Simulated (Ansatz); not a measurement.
`C[SiH2]OC(C)=O` + `[SH][SnH3]` → `C[SiH2][SnH2][SH]` + `CC(=O)O`  (formal exchange of groups at the Si–O bond)

Program: Ansatz. Geometries: PBE0-D4/def2-TZVP. ΔE: electronic, gas phase. CBS: MP2 limit from def2 TZ/QZ plus the TZ coupled-cluster correction, frozen cores. DFT in def2-TZVPP. Elements past krypton have def2 core potentials. For Sn outer-core shells are correlated without core-valence functions, which leaves a few kJ/mol of doubt a bond. Each species was taken in one conformer, which may not be the lowest.

(1) Is it downhill or uphill in electronic energy at CCSD(T)/CBS, and by how much? (Best estimate.)

(2) What do these levels give: PBE-D4, PBE0-D4, ωB97M-V, PBE, PBE0, MP2/def2-TZVPP, SCS-MP2/def2-TZVPP, CCSD/def2-TZVPP, CCSD(T)/def2-TZVPP, HF/def2-QZVPP, SCS-MP2/def2-QZVPP, MP2/CBS(def2)? (An estimate is asked.)

Largest T1 diagnostic among the species: 0.015.

## Answers

(1) The calculation gave: Uphill: ΔE = +0.55 eV.

(2) The calculation gave: PBE-D4 0.36, PBE0-D4 0.43, ωB97M-V 0.61, PBE 0.38, PBE0 0.44, MP2/def2-TZVPP 0.60, SCS-MP2/def2-TZVPP 0.66, CCSD/def2-TZVPP 0.64, CCSD(T)/def2-TZVPP 0.61, HF/def2-QZVPP 0.83, SCS-MP2/def2-QZVPP 0.63, MP2/CBS(def2) 0.54 eV.

In def2-TZVPP, CCSD(T) changes the Hartree–Fock value by −0.20 eV (the triples alone add −0.02 eV) and MP2 by −0.22 eV. From PBE to PBE0 (25 % exact exchange), in def2-TZVPP and without D4, ΔE moves by +0.07 eV.
